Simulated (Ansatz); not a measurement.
Input of an Ansatz 0.2.0 run:

File input.yaml:

```yaml
crystal:
  lattice:
    - [3.81369522, 0.0, 0.0]
    - [0.0, 3.81369522, 0.0]
    - [0.0, 0.0, 4.8869133]
  atoms:
    - { symbol: Sn, position: [0.5, 0.0, 0.76462614] }
    - { symbol: Sn, position: [0.0, 0.5, 0.23537386] }
    - { symbol: O, position: [0.0, 0.0, 0.0] }
    - { symbol: O, position: [0.5, 0.5, 0.0] }
hamiltonian:
  xc: pbe
  pseudopotentials: { kind: paw }
kpoints:
  mp_grid: { grid: [7, 7, 6] }
scf:
  occupations: { method: fixed }
output:
  eigenvalues: true
dielectric:
  method: response
```

Potentials or basis: Ansatz PAW.

Launch:

```sh
$ ansatz run input.yaml --threads 2 --pin off --max-ram 5632MiB --backend cpu --events-out ev --progress --plain --runs-dir out
```

**Question.** Predict the electronic dielectric tensor (diagonal).

**Answer.** 8.04, 8.04, 7.01.

**Question.** Estimate the Born charges (mean of the diagonal).

**Answer.** Sn +3.03; O -3.03 e.

**Question.** What does it give for the band gap on the k mesh?

**Answer.** 0.37 eV, indirect (least direct gap 2.07 eV).

Born effective charge tensors (e):
atom 1, Sn
```
3.10 0.00 0.00
0.00 3.10 0.00
0.00 0.00 2.90
```
atom 2, Sn
```
3.10 0.00 0.00
0.00 3.10 0.00
0.00 0.00 2.90
```
atom 3, O
```
-3.10  0.00  0.00
 0.00 -3.10  0.00
 0.00  0.00 -2.90
```
atom 4, O
```
-3.10  0.00  0.00
 0.00 -3.10  0.00
 0.00  0.00 -2.90
```

Caveat: the gap is small at this level, which inflates the dielectric constant; odd divisions of the mesh miss points on the zone boundary, where band edges often lie, so the gap on the mesh can be too wide; spin-orbit coupling is left out, which moves the levels of the heavy elements. A k mesh can miss the band edges.
